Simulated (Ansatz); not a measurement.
**A F vacancy in rocksalt LiF, 63 atoms, charge +1**

All numbers come from Ansatz (PAW, plane waves, no spin–orbit coupling) at the single k point (¼, ¼, ¼) without its symmetry partners. The atoms were relaxed with PBEsol in a fixed cell; other functionals are single points on those atoms unless said otherwise. The valence top and gap of the host come from its small cell on a dense mesh, with the band extrema sought between the mesh points, lined up by the mean potential, PBEsol gap 9.05 eV, HSE06 gap 11.54 eV. The charge correction uses an assumed dielectric constant of 9.0.

Cell: a = 8.015 Å, b = 8.015 Å, c = 8.015 Å, α = 90.00°, β = 90.00°, γ = 90.00°.

Nearest atoms after relaxation, from the placed atom (for vacancies from the middle of the vacant sites): Li at 2.19 Å, Li at 2.19 Å, Li at 2.19 Å, Li at 2.19 Å, Li at 2.19 Å, Li at 2.19 Å, F at 2.76 Å, F at 2.76 Å.

Chemical potentials μ are those of reference phases of the elements at zero temperature by the same functional (the usual solids, diamond for C, grey Sn, and the molecules H2, N2, O2, F2, Cl2, Br2 and S8).

```tsv
functional	E(defect) − E(host) − Σ nμ + q·E_VBM (eV)	monopole (eV)	alignment (eV)	formation energy at E_F = VBM (eV)	moment (μB)	wall time, shared host
PBEsol	0.84	0.28	-0.13	0.99	0 (no spin)	16 s on 7 threads of Neoverse-V2 (relaxation)
```

(1) Estimate the formation energy and moment that HSE06 gives on these atoms.

(2) How does the monopole term follow by hand for this cubic cell?

HSE06 one-electron levels near the gap (the ten most localised at most), from the host's valence top, not corrected for the charge's images:

```tsv
level (eV)	spin	filling	atoms sharing it	element of the atom with most weight
-0.28	both	2.00	26.5	spread
-0.25	both	2.00	15.0	F
-0.24	both	2.00	22.6	spread
-0.24	both	2.00	22.6	spread
-0.19	both	2.00	26.2	spread
-0.19	both	2.00	26.2	spread
-0.09	both	2.00	24.1	spread
-0.09	both	2.00	24.1	spread
-0.08	both	2.00	27.1	spread
9.53	both	0.00	11.7	Li
```

All elements are taken at their own reference at once; growth conditions in equilibrium with the host shift these energies, by up to the host's formation enthalpy.

One k point and a cell of this size can leave errors of several tenths of an eV in such numbers.

Results:

(1) -0.43 eV at E_F = VBM (-0.58 eV before the monopole term 0.28 eV and the alignment -0.13 eV), moment 0 (no spin).

(2) q²·α·e²/(4πε₀)/(2εL) with the Madelung constant α = 2.837 and e²/4πε₀ = 14.40 eV·Å: 1 × 2.837 × 14.40 / (2 × 9.0 × 8.015) = 0.28 eV.
